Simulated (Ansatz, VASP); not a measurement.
# One calculation of KI, two programs

The input INCAR:

```
ALGO     = Normal         # electronic algorithm
EDIFF    = 1E-6           # SCF threshold, eV
ENCUT    = 520            # plane-wave cutoff, eV
GGA      = PE             # functional
ISIF     = 2              # what is computed and relaxed
ISMEAR   = -1             # smearing method
LASPH    = True           # aspherical terms in the spheres
LCHARG   = False          # write CHGCAR
LREAL    = False          # projectors in reciprocal space
LWAVE    = False          # write WAVECAR
NBANDS   = 15             # bands
NELM     = 80             # most SCF steps
PREC     = Accurate       # precision mode
SIGMA    = 0.02           # smearing width, eV
```

The input KPOINTS:

```
k-points
0
Gamma
  6 6 6
```

File POSCAR:

```
KI
1.0
    0.0000000000      3.7285291190      3.7285291190
    3.7285291190      0.0000000000      3.7285291190
    3.7285291190      3.7285291190      0.0000000000
K I
1 1
Direct
    0.0000000000      0.0000000000      0.0000000000
    0.5000000000      0.5000000000      0.5000000000
```

Input for Ansatz:

```yaml
crystal:
  lattice:
    - [0.0, 3.728529119, 3.728529119]
    - [3.728529119, 0.0, 3.728529119]
    - [3.728529119, 3.728529119, 0.0]
  atoms:
    - { symbol: K, position: [0.0, 0.0, 0.0] }
    - { symbol: I, position: [0.5, 0.5, 0.5] }
kpoints:
  mp_grid: { grid: [6, 6, 6] }
  band_path:
    path:
      - [0.0, 0.0, 0.0]
      - [0.5, 0.0, 0.5]
      - [0.625, 0.25, 0.625]
      - [0.375, 0.375, 0.75]
      - [0.5, 0.5, 0.5]
      - [0.5, 0.25, 0.75]
    npoints: 1
hamiltonian:
  xc: pbe
scf:
  occupations: { method: fermi_dirac, width: 0.02 }
  n_extra_bands: 4
output:
  forces: true
  stress: true
  eigenvalues: true
```

Change from the starting cell: hydrostatic strain +5.2%.

Alike in both runs: task single point; functional PBE; k mesh 6 × 6 × 6; occupations fermi-dirac, width 0.02 eV; no spin polarisation.

|  | VASP | Ansatz |
| --- | --- | --- |
| version | VASP 6.6.1 | Ansatz 0.2.0 |
| potentials or method | VASP PAW PBE potentials, release 64 (K_sv, I) | plane waves, PAW |
| plane-wave cutoff (eV) | 520 | 420 |
| valence electrons in the cell | 16 | 26 |

VASP gave:

| Property | Result |
| --- | --- |
| gap on the k mesh at the Fermi level (eV) | 3.62 |
| pressure (GPa) | -0.9 |

Question: What did Ansatz give for the same quantities?

Answer: gap on the k mesh at the Fermi level (eV): 3.63; pressure (GPa): -0.9.

The two sets of potentials don't hold the same shells in valence.

Caveats: spin-orbit coupling is left out, which moves the levels of the heavy elements.
